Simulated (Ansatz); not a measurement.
The system is Cu.

```xyz
1
Lattice="0.0000 1.8075 1.8075 1.8075 0.0000 1.8075 1.8075 1.8075 0.0000" Properties=species:S:1:pos:R:3 pbc="T T T"
Cu    0.0000    0.0000    0.0000
```

- Program: Ansatz 0.2.0
- Task: relaxation of cell and atoms
- Functional: BLYP
- Dispersion: D3(BJ)
- Potentials or basis: Ansatz PAW
- Cutoff: 420 eV (not typed: the program's choice for these potentials)
- k mesh: 13 × 13 × 13
- Occupations: fermi-dirac, width 0.05 eV
- Spin: no spin polarisation

At the start: volume 11.81 Å³/atom.

Task: Where does the relaxation end?

Result: It ends after 5 steps and the volume is 11.12 Å³/atom (-5.9 %); space group Fm-3m (No. 225, to 0.05 Å).

The path:
```csv
step,energy change (eV),largest force (eV/Å),volume (Å³)
1,0.0000,0.0000,11.81
2,-0.0159,0.0000,11.45
3,-0.0211,0.0000,11.07
4,-0.0212,0.0000,11.12
5,-0.0208,0.0000,11.12
```

Final structure:
```
Cu
1.0
     0.00000    1.77144    1.77144
     1.77144    0.00000    1.77144
     1.77144    1.77144    0.00000
Cu
1
Direct
  0.00000 0.00000 0.00000
```

Caveat: the plane-wave basis is chosen anew once the cell has moved, so the energies of steps on either side of that aren't comparable; the PAW data sets come from PBE, with cores solved anew for the run's functional, which leaves a small shift of forces and pressure.
